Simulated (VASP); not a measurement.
InAs: band structure with LDA

InAs:

```
In As
1.0
     0.00000    3.01528    3.01528
     3.01528    0.00000    3.01528
     3.01528    3.01528    0.00000
In As
1 1
Cartesian
  0.0000 0.0000 0.0000
  4.5229 4.5229 4.5229
```

The cell is a database's computed one.

```yaml
Program: VASP 6.6.1
Task: band structure
Functional: LDA
Potentials_or_basis: VASP PAW LDA potentials, release 64 (In_d, As)
Cutoff: 300 eV
k_mesh: 5 × 5 × 5
Occupations: gaussian, width 0.02 eV
Spin: no spin polarisation
Further_INCAR_settings: ALGO = Fast; EDIFF = 1e-06; NBANDS = 16
```

| Quantity | Value |
| --- | --- |
| Pressure | 0.0 GPa |
| Band gap along the path | none (metal or under the smearing width) |

Levels at the corners of the path, in eV from the Fermi level:
```
point  band 5  band 6  band 7  band 8  band 9  band 10  band 11  band 12  band 13  band 14
    Γ  -14.25  -11.98   -0.37   -0.01   -0.01    -0.01     3.80     3.80     3.80     7.29
    X  -14.22   -9.91   -5.97   -2.39   -2.39     1.38     1.94     9.04     9.17     9.17
    X  -14.22   -9.91   -5.97   -2.39   -2.39     1.38     1.94     9.04     9.17     9.17
    W  -14.24   -9.85   -5.83   -3.03   -2.96     4.15     4.19     4.87     5.95     9.72
    W  -14.24   -9.85   -5.83   -3.03   -2.96     4.15     4.19     4.87     5.95     9.72
    K  -14.24   -9.92   -5.84   -3.37   -2.00     1.97     4.18     7.18     7.34     7.67
    K  -14.24   -9.92   -5.84   -3.37   -2.00     1.97     4.18     7.18     7.34     7.67
    Γ  -14.25  -11.98   -0.37   -0.01   -0.01    -0.01     3.80     3.80     3.80     7.29
    Γ  -14.25  -11.98   -0.37   -0.01   -0.01    -0.01     3.80     3.80     3.80     7.29
    L  -14.24  -10.46   -5.90   -1.02   -1.02     0.81     4.59     4.59     6.68     8.88
    L  -14.24  -10.46   -5.90   -1.02   -1.02     0.81     4.59     4.59     6.68     8.88
    U  -14.24   -9.92   -5.84   -3.37   -2.00     1.97     4.18     7.18     7.34     7.67
    U  -14.24   -9.92   -5.84   -3.37   -2.00     1.97     4.18     7.18     7.34     7.67
    W  -14.24   -9.85   -5.83   -3.03   -2.96     4.15     4.19     4.87     5.95     9.72
    W  -14.24   -9.85   -5.83   -3.03   -2.96     4.15     4.19     4.87     5.95     9.72
    L  -14.24  -10.46   -5.90   -1.02   -1.02     0.81     4.59     4.59     6.68     8.88
    L  -14.24  -10.46   -5.90   -1.02   -1.02     0.81     4.59     4.59     6.68     8.88
    K  -14.24   -9.92   -5.84   -3.37   -2.00     1.97     4.18     7.18     7.34     7.67
    U  -14.24   -9.92   -5.84   -3.37   -2.00     1.97     4.18     7.18     7.34     7.67
    X  -14.22   -9.91   -5.97   -2.39   -2.39     1.38     1.94     9.04     9.17     9.17
```

Wall time 16 s on 1 thread of Intel(R) Xeon(R) Platinum 8375C CPU @ 2.90GHz (Ice Lake), with other jobs on the host, peak memory 0.13 GiB.

Caveat: the k mesh is coarse (spacing up to 0.36 Å⁻¹), so the values aren't converged; spin-orbit coupling is left out, which moves the levels of the heavy elements; this crystal is a semiconductor, whose small gap the functional closes, so the metal is an error of the method.
